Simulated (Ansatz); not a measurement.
These are results of DFT PBE, scalar-relativistic, plane waves, PAW in Ansatz 0.2.0, not measurements. The screen uses 420 eV, coarse Γ-centred meshes (up to 0.6 Å⁻¹ on the start cell), Gaussian smearing of 0.2 eV, tolerances of 0.08 eV/Å and 0.8 GPa and 16 steps at most, with the symmetry of each start kept. No spin polarisation. Energies are free energies per atom, good to about 0.1 eV/atom between metallic cells, end volumes are rough, and groups of ends are read at 0.1 Å.

Two trial cells of Hf₅C₃, not yet relaxed:

Cell 1.

```xyz
8
Lattice="3.4360 0.0000 0.0000 0.0000 3.4360 0.0000 0.0000 0.0000 12.0422" Properties=species:S:1:pos:R:3 pbc="T T T"
Hf    0.0000    0.0000    3.0106
Hf    0.0000    0.0000    9.0317
Hf    0.0000    0.0000    0.0000
Hf    1.7180    1.7180    4.5158
Hf    1.7180    1.7180    7.5264
C     1.7180    1.7180    1.5053
C     1.7180    1.7180   10.5369
C     0.0000    0.0000    6.0211
```

Cell 2.

```xyz
8
Lattice="-2.6013 3.2867 4.7229 2.6013 -3.2867 4.7229 2.6013 3.2867 -4.7229" Properties=species:S:1:pos:R:3 pbc="T T T"
Hf    0.0000    1.8840    2.8619
Hf    2.6013    1.4027   -1.8610
Hf    2.6013    1.4027    1.8610
Hf    0.0000    1.8840    6.5839
Hf    0.0000    3.2867    0.0000
C     2.6013    0.0000    2.3272
C     0.0000    3.2867    2.3957
C     2.6013    0.0000    0.0000
```

Question: Compare their energies before and after the relaxation.

Answer: As given, cell 1 is lower by 3.29 eV/atom. Relaxed, cell 2 is lower by 0.28 eV/atom, so the order turns round. Cell 1 goes from P4/mmm at 17.8 Å³/atom to P4/mmm at 14.7 Å³/atom and gains 0.71 eV/atom. Cell 2 goes from Immm at 20.2 Å³/atom to Immm at 16.2 Å³/atom and gains 4.28 eV/atom. The closest pair in cell 1 goes from Hf–C and Hf–Hf at 2.86 Å to Hf–C at 2.42 Å. The closest pair in cell 2 goes from Hf–C at 1.48 Å to Hf–C at 2.30 Å. At the end: counting C atoms around Hf (those within 1.25 times the shortest such distance or 1.15 times the sum of covalent radii, 1.27 where that leaves under three; a slash parts the counts of unlike sites), cell 1 has Hf 4/8 and cell 2 has Hf 2/4.

Spin–orbit coupling, which can matter for Hf, is left out.
